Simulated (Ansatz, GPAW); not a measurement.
This is a calculation of Al (Aluminum) for Ansatz 0.2.0. 

The input input.yaml:

```yaml
crystal:
  lattice:
    - [0.0, 2.024805, 2.024805]
    - [2.024805, 0.0, 2.024805]
    - [2.024805, 2.024805, 0.0]
  atoms:
    - { symbol: Al, position: [0.0, 0.0, 0.0] }
kpoints:
  mp_grid: { grid: [11, 11, 11] }
scf:
  occupations: { method: gaussian, width: 0.02 }
hamiltonian:
  xc: rpbe
  pseudopotentials: { kind: all_electron, lapw: { basis_error: 0.001 } }
output:
  forces: true
  stress: true
  eigenvalues: true
```

Potentials or basis: all-electron LAPW, scalar-relativistic.

Command:

```bash
$ ansatz run input.yaml --threads 1 --pin off --max-ram 3072MiB --backend cpu --events-out ev --progress --plain --runs-dir out
```

**Question.** What does the same run look like in GPAW 26.7.0 (ASE script)? Potentials or basis there: the program's PAW data sets (release 1.2.1) made for this functional, cutoff 600 eV.

**Answer.** As run (cutoffs and basis follow the program's own potentials, and thresholds, step limits or extra output files can differ):

The input run.py:

```python
from ase.dft.bandgap import bandgap
from ase.io import read, write
from ase.units import GPa
from gpaw import GPAW, PW

atoms = read('Al.xyz')

calc = GPAW(mode=PW(600),
            xc='RPBE',
            kpts={'size': (11, 11, 11), 'gamma': True},
            occupations={'name': 'methfessel-paxton', 'order': 0, 'width': 0.02},
            nbands=7,
            convergence={'density': 1e-05, 'energy': 1e-05},
            maxiter=150,
            txt='gpaw.txt')
atoms.calc = calc
energy = atoms.get_potential_energy()
forces = atoms.get_forces()
stress = atoms.get_stress()
calc.write('gs.gpw')
write('result.traj', atoms)
print(f'Energy: {energy:.6f} eV')
print('Forces (eV/A):')
print(forces.round(4))
print('Stress (GPa):', (stress / GPa).round(3))
print('Fermi level:', round(calc.get_fermi_level(), 4), 'eV')
print(f'Gap: {bandgap(calc)[0]:.4f} eV, direct: {bandgap(calc, direct=True)[0]:.4f} eV')
```

The input Al.xyz:

```xyz
1
Lattice="0.0000000000 2.0248050000 2.0248050000 2.0248050000 0.0000000000 2.0248050000 2.0248050000 2.0248050000 0.0000000000" Properties=species:S:1:pos:R:3 pbc="T T T"
Al     0.0000000000      0.0000000000      0.0000000000
```

Potentials or basis: the program's PAW data sets (release 1.2.1) made for this functional, pw.

Command:

```sh
$ OMP_NUM_THREADS=1 python run.py
```

Both were run:

|  | Ansatz | GPAW |
| --- | --- | --- |
| Pressure | 1.0 GPa | 1.1 GPa |

Where Ansatz's input types no cutoff or centring, it takes its own default and a Γ-centred mesh.

Pressure is positive in compression.
